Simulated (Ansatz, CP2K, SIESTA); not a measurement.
# Bi: 3 runs at one level of theory

```xyz
2
Lattice="3.2384 0.0000 0.0000 0.0000 3.2216 0.0000 -0.0805 0.0000 6.4439" Properties=species:S:1:pos:R:3 pbc="T T T"
Bi    1.7022    0.0000    4.8302
Bi    1.4558    0.0000    1.6137
```

This isn't the form of Bi at room conditions, which is rhombohedral.

Alike in all runs: task band structure; functional LDA; k mesh 8 × 8 × 4; occupations fermi-dirac, width 0.05 eV; no spin polarisation; no spin-orbit coupling. LDA stands for any of its common fits. Pressure is positive in compression and, in plane waves, holds the error of the finite cutoff.

| program and potentials | plane-wave cutoff (eV) | notes | pressure (GPa) |
| --- | --- | --- | --- |
| SIESTA, files PseudoDojo sr-lda-0.4.1-standard, DZP (energy shift 0.003 Ry; two zetas on semicore shells) | - | atomic basis; 15 valence electrons an atom on average | -1.34 |
| CP2K, GTH_POTENTIALS Bi GTH-PADE-q5; TZVP-MOLOPT-PBE-GTH basis | - | atomic basis; 5 valence electrons an atom on average | -1.76 |
| Ansatz, all-electron LAPW, scalar-relativistic | - | - | -1.71 |

The pressure spans -1.76 (CP2K, GTH_POTENTIALS Bi GTH-PADE-q5; TZVP-MOLOPT-PBE-GTH basis) to -1.34 GPa (SIESTA, files PseudoDojo sr-lda-0.4.1-standard, DZP (energy shift 0.003 Ry; two zetas on semicore shells)), with all-electron results at -1.71. Rows in atomic bases carry the error of their basis and grid, which can be large.

Differences between rows come from potentials, basis sets and numerical settings, since the functional is the same but for its coding. Runs on potential files found faulty are left out.
